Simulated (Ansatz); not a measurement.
**Equation of state of Ba**

```xyz
1
Lattice="3.9502 0.0000 0.0000 0.0000 3.9502 0.0000 0.0000 0.0000 3.9502" Properties=species:S:1:pos:R:3 pbc="T T T"
Ba    0.0000    0.0000    0.0000
```

The cell was built from the sc type and relaxed in the same program, and has space group Pm-3m; it needn't be a known or the stable phase.

Spin–orbit coupling is left out, though it moves levels of the heavy atoms by tenths of an eV or more.

Methods: DFT, PBE, all-electron LAPW, scalar-relativistic (Ansatz 0.2.0); DFT, PBE, PAW with Ansatz's default frozen-core files, scalar-relativistic (Ansatz 0.2.0).

For LAPW: a Γ-centred 13×13×13 k mesh, Fermi–Dirac smearing of 0.05 eV, basis error target 0.25 meV/atom, no spin polarisation. PAW takes a cutoff of 420 eV at this cell. The Ansatz runs share mesh, smearing and spin set-up. Plane-wave (PAW) pressures include the program's estimate of the Pulay term.

The cell above is scaled evenly, with fractional coordinates and shape held.

```
V/V(cell)  V (Å³/atom)  P, LAPW (GPa)  P, PAW (GPa)  free energy over the lowest listed, PAW (meV/atom)
   0.9500       58.556           0.41          0.41                                                 3.7
   0.9750       60.097           0.19          0.19                                                 0.8
   1.0000       61.638          -0.01         -0.01                                                 0.0
   1.0250       63.179          -0.18         -0.18                                                 0.9
   1.0500       64.720          -0.34         -0.34                                                 3.5
```

(1) What do Birch–Murnaghan fits to the pressures give?

## Answers

(1) LAPW: V0 = 61.57 Å³/atom, B0 = 7 GPa, B0′ = 3.6; PAW: V0 = 61.57 Å³/atom, B0 = 7 GPa, B0′ = 3.6.
